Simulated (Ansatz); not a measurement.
Density of states of SnTe (Fm-3m, a = 6.371 Å, b = 6.371 Å, c = 6.371 Å, α = 90.00°, β = 90.00°, γ = 90.00°), in states per eV and primitive cell, averaged over bins of 0.3 eV. Level of theory: DFT r2SCAN, scalar-relativistic, plane waves, PAW (Ansatz 0.2.0).

Cutoff 500 eV; k points 10×10×10 on the computed 2-atom cell (Γ-centred); Gaussian smearing, width 0.01 eV; no spin polarisation.

The cell is relaxed at this level. The states (both spins) are summed by tetrahedra on a 15×15×15 mesh at the self-consistent density. Energies are bin centres; the table starts no lower than −8 eV and ends at 6 eV, or lower where the solved bands end.

The gap is 0.13 eV at this level, with the zero inside it.

| E − E_F (eV) | total | Sn 5p | Te 5p | Sn 5s | Te 5s |
| --- | --- | --- | --- | --- | --- |
| -7.90 | 1.67 | 0.03 | 0.43 | 1.14 | 0.07 |
| -7.60 | 1.16 | 0.02 | 0.27 | 0.78 | 0.09 |
| -7.30 | 0.85 | 0.02 | 0.18 | 0.55 | 0.09 |
| -7.00 | 0.53 | 0.01 | 0.10 | 0.34 | 0.08 |
| -6.70 | 0.24 | 0.00 | 0.05 | 0.13 | 0.05 |
| -6.40 | 0.16 | 0.00 | 0.03 | 0.09 | 0.03 |
| -6.10 | 0.11 | 0.00 | 0.02 | 0.06 | 0.02 |
| -5.80 | 0.13 | 0.03 | 0.04 | 0.04 | 0.02 |
| -5.50 | 0.39 | 0.15 | 0.19 | 0.03 | 0.01 |
| -5.20 | 0.59 | 0.24 | 0.31 | 0.03 | 0.01 |
| -4.90 | 0.75 | 0.30 | 0.42 | 0.02 | 0.01 |
| -4.60 | 0.94 | 0.36 | 0.54 | 0.03 | 0.01 |
| -4.30 | 1.18 | 0.42 | 0.70 | 0.03 | 0.01 |
| -4.00 | 1.63 | 0.56 | 1.01 | 0.04 | 0.02 |
| -3.70 | 1.67 | 0.54 | 1.06 | 0.05 | 0.02 |
| -3.40 | 1.66 | 0.49 | 1.08 | 0.05 | 0.02 |
| -3.10 | 1.66 | 0.45 | 1.11 | 0.06 | 0.02 |
| -2.80 | 1.67 | 0.40 | 1.16 | 0.07 | 0.02 |
| -2.50 | 1.71 | 0.34 | 1.25 | 0.08 | 0.02 |
| -2.20 | 1.52 | 0.24 | 1.15 | 0.10 | 0.02 |
| -1.90 | 0.76 | 0.18 | 0.43 | 0.12 | 0.01 |
| -1.60 | 0.95 | 0.20 | 0.54 | 0.17 | 0.02 |
| -1.30 | 1.53 | 0.23 | 0.95 | 0.30 | 0.02 |
| -1.00 | 0.94 | 0.17 | 0.53 | 0.21 | 0.02 |
| -0.70 | 0.42 | 0.07 | 0.23 | 0.10 | 0.01 |
| -0.40 | 0.03 | 0.01 | 0.01 | 0.01 | 0.00 |
| -0.10 | 0.00 | 0.00 | 0.00 | 0.00 | 0.00 |
| 0.20 | 0.12 | 0.09 | 0.01 | 0.00 | 0.02 |
| 0.50 | 1.21 | 1.00 | 0.07 | 0.01 | 0.10 |
| 0.80 | 1.87 | 1.49 | 0.16 | 0.02 | 0.14 |
| 1.10 | 1.42 | 1.04 | 0.21 | 0.03 | 0.09 |
| 1.40 | 1.19 | 0.81 | 0.23 | 0.03 | 0.06 |
| 1.70 | 1.12 | 0.73 | 0.26 | 0.03 | 0.05 |
| 2.00 | 1.11 | 0.70 | 0.28 | 0.03 | 0.05 |
| 2.30 | 1.14 | 0.69 | 0.30 | 0.03 | 0.04 |
| 2.60 | 1.40 | 0.70 | 0.33 | 0.03 | 0.03 |
| 2.90 | 1.62 | 0.75 | 0.38 | 0.03 | 0.03 |
| 3.20 | 1.74 | 0.90 | 0.45 | 0.02 | 0.02 |
| 3.50 | 1.72 | 0.75 | 0.43 | 0.02 | 0.01 |
| 3.80 | 1.26 | 0.57 | 0.34 | 0.01 | 0.01 |
| 4.10 | 1.40 | 0.59 | 0.35 | 0.01 | 0.01 |
| 4.40 | 1.53 | 0.57 | 0.35 | 0.01 | 0.01 |

The columns after the total are the Löwdin projections on the occupied valence shells of the potentials. The rest of the total lies in shells that are empty in the free atom, which aren't projected, and between the atoms.

Spin-orbit coupling is left out, which matters for the bands of heavy elements.

Cost: 1 run of about 0.61 core-minutes, on Arm Neoverse V1 (shared hosts).